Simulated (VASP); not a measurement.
Output of a VASP run:

### OUTCAR
```
 ion  position               nearest neighbor table
   1  0.000  0.000  0.000-   3 2.20   3 2.20   3 2.20   2 2.20   3 2.20   2 2.20   2 2.20   2 2.20
  LATTYP: Found a face centered cubic cell.
 ALAT       =     5.0862574876
 Subroutine PRICEL returns:
 Original cell was already a primitive cell.
 Subroutine GETGRP returns: Found 48 space group operations
The static configuration has the point symmetry O_h .
The dynamic configuration has the point symmetry O_h .
 Subroutine INISYM returns: Found 48 space group operations
 Subroutine IBZKPT returns following result:
 Found     29 irreducible k-points:

 Following reciprocal coordinates:
            Coordinates               Weight
  0.000000  0.000000  0.000000      1.000000
  0.125000  0.000000  0.000000      8.000000
  0.250000  0.000000  0.000000      8.000000
  0.375000  0.000000  0.000000      8.000000
  0.500000  0.000000  0.000000      4.000000
  0.125000  0.125000  0.000000      6.000000
  0.250000  0.125000  0.000000     24.000000
  0.375000  0.125000  0.000000     24.000000
  0.500000  0.125000  0.000000     24.000000
 -0.375000  0.125000  0.000000     24.000000
 -0.250000  0.125000  0.000000     24.000000
 -0.125000  0.125000  0.000000     12.000000
  0.250000  0.250000  0.000000      6.000000
  0.375000  0.250000  0.000000     24.000000
  0.500000  0.250000  0.000000     24.000000
 -0.375000  0.250000  0.000000     24.000000
 -0.250000  0.250000  0.000000     12.000000
  0.375000  0.375000  0.000000      6.000000
  0.500000  0.375000  0.000000     24.000000
 -0.375000  0.375000  0.000000     12.000000
  0.500000  0.500000  0.000000      3.000000
  0.375000  0.250000  0.125000     24.000000
  0.500000  0.250000  0.125000     48.000000
 -0.375000  0.250000  0.125000     24.000000
  0.500000  0.375000  0.125000     24.000000
 -0.375000  0.375000  0.125000     48.000000
 -0.250000  0.375000  0.125000     24.000000
 -0.375000  0.500000  0.125000     12.000000
 -0.250000  0.500000  0.250000      6.000000
   k-points           NKPTS =     29   k-points in BZ     NKDIM =     29   number of bands    NBANDS=     16
   number of dos      NEDOS =    301   number of ions     NIONS =      3
   total plane-waves  NPLWV =  21952
   dimension x,y,z NGX =    28 NGY =   28 NGZ =   28
   dimension x,y,z NGXF=    56 NGYF=   56 NGZF=   56
   ions per type =               1   2
   PREC   = accura    normal or accurate (medium, high low for compatibility)
   ISTART =      0    job   : 0-new  1-cont  2-samecut
   ICHARG =      2    charge: 1-file 2-atom 10-const
   ISPIN  =      1    spin polarized calculation?
   LNONCOLLINEAR =      F non collinear calculations
   LSORBIT =      F    spin-orbit coupling
   INIWAV =      1    electr: 0-lowe 1-rand  2-diag
   ENCUT  =  520.0 eV  38.22 Ry    6.18 a.u.   6.69  6.69  6.69*2*pi/ulx,y,z
   NELM   =    100;   NELMIN=  2; NELMDL= -5     # of ELM steps
   EDIFF  = 0.1E-06   stopping-criterion for ELM
   LREAL  =      F    real-space projection
   NLSPLINE    = F    spline interpolate recip. space projectors
   LMAXMIX     =    4 max onsite mixed and CHGCAR
   VOSKOWN=      0    Vosko Wilk Nusair interpolation
   EDIFFG = 0.1E-05   stopping-criterion for IOM
   NSW    =      0    number of steps for IOM
   NBLOCK =      1;   KBLOCK =      1    inner block; outer block
   IBRION =     -1    ionic relax: 0-MD 1-quasi-New 2-CG
   NFREE  =      0    steps in history (QN), initial steepest desc. (CG)
   ISIF   =      2    stress and relaxation
   ISYM   =      2    0-nonsym 1-usesym 2-fastsym
   TEIN   =    0.0    initial temperature
   TEBEG  =    0.0;   TEEND  =   0.0 temperature during run
   SMASS  =  -3.00    Nose mass-parameter (am)
   PSTRESS=    0.0 pullay stress
   NELECT =      24.0000    total number of electrons
   EFERMI =   0.00;   METHOD = LEGACY
   ISMEAR =     0;   SIGMA  =   0.05  broadening in eV -4-tet -1-fermi 0-gaus
   IALGO  =     38    algorithm
   LDIAG  =      T    sub-space diagonalisation (order eigenvalues)
...
```

### OSZICAR
```
       N       E                     dE             d eps       ncg     rms          rms(c)
DAV:   1     0.145494218033E+03    0.14549E+03   -0.13830E+04   928   0.145E+03
DAV:   2    -0.644077629504E+02   -0.20990E+03   -0.20656E+03  1216   0.379E+02
DAV:   3    -0.770014723644E+02   -0.12594E+02   -0.12287E+02  1616   0.766E+01
DAV:   4    -0.772371710438E+02   -0.23570E+00   -0.23528E+00  1024   0.103E+01
DAV:   5    -0.772436653399E+02   -0.64943E-02   -0.64932E-02  1400   0.121E+00    0.489E+01
DAV:   6    -0.249118830961E+02    0.52332E+02   -0.18128E+02  1120   0.732E+01    0.212E+01
DAV:   7    -0.375238248906E+02   -0.12612E+02   -0.58440E+01  1176   0.447E+01    0.157E+01
DAV:   8    -0.364868168989E+02    0.10370E+01   -0.23359E+01  1496   0.365E+01    0.849E+00
DAV:   9    -0.319587937907E+02    0.45280E+01   -0.60542E+00   952   0.324E+01    0.535E+00
DAV:  10    -0.312129972709E+02    0.74580E+00   -0.42712E+00  1192   0.238E+01    0.396E+00
DAV:  11    -0.331941432074E+02   -0.19811E+01   -0.16853E+00  1320   0.140E+01    0.352E+00
DAV:  12    -0.331710325115E+02    0.23111E-01   -0.10804E-02  1000   0.107E+00    0.346E+00
DAV:  13    -0.333304387672E+02   -0.15941E+00   -0.96914E-02   984   0.341E+00    0.192E+00
DAV:  14    -0.332899171462E+02    0.40522E-01   -0.28750E-01  1296   0.350E+00    0.196E+00
DAV:  15    -0.333475763421E+02   -0.57659E-01   -0.54075E-02  1344   0.206E+00    0.162E+00
DAV:  16    -0.333480320556E+02   -0.45571E-03   -0.88364E-03  1064   0.114E+00    0.117E+00
DAV:  17    -0.333455118377E+02    0.25202E-02   -0.36123E-03  1248   0.684E-01    0.682E-01
DAV:  18    -0.333440900454E+02    0.14218E-02   -0.19188E-03  1144   0.537E-01    0.414E-01
DAV:  19    -0.333431402615E+02    0.94978E-03   -0.24006E-03  1200   0.512E-01    0.193E-01
DAV:  20    -0.333431555933E+02   -0.15332E-04   -0.32014E-04  1216   0.145E-01    0.146E-01
DAV:  21    -0.333431476200E+02    0.79733E-05   -0.16350E-04  1400   0.868E-02    0.845E-02
DAV:  22    -0.333431264510E+02    0.21169E-04   -0.24022E-05   976   0.490E-02    0.638E-02
DAV:  23    -0.333431004941E+02    0.25957E-04   -0.91273E-05  1048   0.720E-02    0.286E-02
DAV:  24    -0.333430854484E+02    0.15046E-04   -0.39180E-05  1176   0.486E-02    0.365E-03
DAV:  25    -0.333430861142E+02   -0.66580E-06   -0.33316E-06  1456   0.139E-02    0.638E-03
DAV:  26    -0.333430856999E+02    0.41428E-06   -0.22549E-07   760   0.475E-03    0.320E-03
DAV:  27    -0.333430860742E+02   -0.37431E-06   -0.59243E-07  1040   0.561E-03    0.103E-03
DAV:  28    -0.333430862260E+02   -0.15183E-06   -0.40215E-08   496   0.186E-03    0.344E-04
DAV:  29    -0.333430861932E+02    0.32809E-07   -0.12617E-08   488   0.932E-04
   1 F= -.33343086E+02 E0= -.33343086E+02  d E =-.646187E-15
```

OUTCAR:
```
------------------------ aborting loop because EDIFF is reached ----------------------------------------
  FORCE on cell =-STRESS in cart. coord.  units (eV):
  Direction    XX          YY          ZZ          XY          YZ          ZX
  --------------------------------------------------------------------------------------
  Total       -0.0028319     -0.0028319     -0.0028319      0.0000000      0.0000000     -0.0000000
  in kB       -0.1379276     -0.1379276     -0.1379276      0.0000000      0.0000000     -0.0000000
  external PRESSURE =      -0.1379276 kB  Pullay stress =       0.0000000 kB
  volume of cell :       32.90
      direct lattice vectors                 reciprocal lattice vectors
     0.000000000  2.543128744  2.543128744    -0.196608214  0.196608214  0.196608214
     2.543128744  0.000000000  2.543128744     0.196608214 -0.196608214  0.196608214
     2.543128744  2.543128744  0.000000000     0.196608214  0.196608214 -0.196608214
 POSITION                                       TOTAL-FORCE (eV/Angst)
 -----------------------------------------------------------------------------------
      0.00000      0.00000      0.00000         0.000000      0.000000      0.000000
      1.27156      1.27156      1.27156        -0.000000     -0.000000     -0.000000
      3.81469      3.81469      3.81469         0.000000      0.000000      0.000000
 -----------------------------------------------------------------------------------
    total drift:                                0.000000      0.000000      0.000000
  FREE ENERGIE OF THE ION-ELECTRON SYSTEM (eV)
  ---------------------------------------------------
  free  energy   TOTEN  =       -33.3430861932 eV

  energy  without entropy=      -33.3430861932  energy(sigma->0) =      -33.34308619
```
(Selected blocks of OUTCAR.)

### POSCAR
```
ZrO2
1
    0.0000000000     2.5431287438     2.5431287438
    2.5431287438     0.0000000000     2.5431287438
    2.5431287438     2.5431287438     0.0000000000
Zr O
1 2
Direct
  0.0000000000   0.0000000000   0.0000000000
  0.2500000000   0.2500000000   0.2500000000
  0.7500000000   0.7500000000   0.7500000000
```

Question: Reconstruct the remaining input files.

Answer: This is not unique; one that fits is the input of the run itself, MS2 meta-GGA, plane waves, VASP's PBE PAW potentials (set 64).

File KPOINTS:
```
Automatic mesh
0
Gamma
8 8 8
0 0 0
```

### INCAR
```
LREAL = F   ! projection in real space or not
ALGO = Normal   ! blocked Davidson
LASPH = T   ! aspherical one-centre terms
ISIF = 2
SIGMA = 0.05   ! width (eV)
ISMEAR = 0   ! Gaussian
ENCUT = 520   ! plane-wave cut-off (eV)
LMIXTAU = T
PREC = Accurate
SYSTEM = ZrO2
LWAVE = F
LMAXMIX = 4
LCHARG = F
METAGGA = MS2
EDIFF = 1E-7   ! SCF stop (eV)
NELM = 100
```

POTCAR, in this order: Zr_sv O (PBE.64 set). Program: vasp_std.

The compound is ZrO2 in the fluorite structure, the high-temperature cubic form, which is unstable at 0 K; the monoclinic form is the stable one. It was relaxed first.
